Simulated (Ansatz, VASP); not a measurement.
## MgO in VASP and in Ansatz

```
Mg O
1.0
     3.30779    0.00000    0.00000
    -1.65389    2.86463    0.00000
     0.00000    0.00000    4.98288
Mg O
2 2
Direct
  0.33333 0.66667 0.00216
  0.66667 0.33333 0.50216
  0.33333 0.66667 0.46265
  0.66667 0.33333 0.90244
```

Alike in both runs: task single point; functional PBEsol; k mesh 9 × 9 × 6; occupations gaussian, width 0.05 eV; no spin polarisation.

|  | VASP | Ansatz |
| --- | --- | --- |
| version | VASP 6.6.1 | Ansatz 0.2.0 |
| potentials or method | VASP PAW PBE potentials, release 64 (Mg, O) | scalar-relativistic, plane waves, PAW |
| plane-wave cutoff (eV) | 520 | 420 |
| valence electrons in the cell | 16 | 32 |

```csv
,VASP,Ansatz,Ansatz less VASP
gap on the k mesh at the Fermi level (eV),2.96,2.97,+0.008
least direct gap on the mesh (eV),2.96,2.97,+0.008
pressure (GPa),1.1,1.4,+0.22
largest component of the traceless stress (GPa),6.90,6.84,-0.066
rms of the force components (eV/Å),0.754,0.742,-0.0112
```

Atom by atom the forces differ by 0.011 eV/Å (rms over components). The two sets of potentials don't hold the same shells in valence.

Caveats: the PAW data sets were made with another functional, which shifts forces and pressure a little (VASP); an odd mesh through Γ misses points on the zone boundary, where band edges often lie.
